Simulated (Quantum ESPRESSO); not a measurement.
The system is Ni.

```
Ni
1.0
     0.00000    1.73757    1.73757
     1.73757    0.00000    1.73757
     1.73757    1.73757    0.00000
Ni
1
Direct
  0.00000 0.00000 0.00000
```

Base run:

```yaml
Program: Quantum ESPRESSO 7.5
Functional: PBEsol
Potentials_or_basis: GBRV 1.5 PBEsol
Cutoff: 612 eV
Density_cutoff: 4898 eV
k_mesh: 10 × 10 × 10
Occupations: fermi-dirac, width 0.05 eV
Spin: collinear spin, ferromagnetic start
Starting_moments: "[1.0] μB"
```

Its results: band gap on the k mesh none (metal or under the smearing width); pressure -2.0 GPa; net moment 0.73 μB per cell; site moments Ni +0.76 μB.

**Question.** The run is repeated on the same cell with these changes: functional from PBEsol to B86bPBE; potentials or basis from GBRV 1.5 PBEsol to SSSP 1.3 efficiency PBE; cutoff from 612 eV to 748 eV; density cutoff from 4898 eV to 5987 eV. What comes out?

**Answer.** Band gap on the k mesh none (metal or under the smearing width); pressure 10.2 GPa; net moment 0.72 μB per cell; site moments Ni +0.76 μB.

Caveats: the Wannier minimisation didn't converge; the potentials were made for another functional, which shifts forces and pressure (some runs).

Not every run made on this cell is shown here.
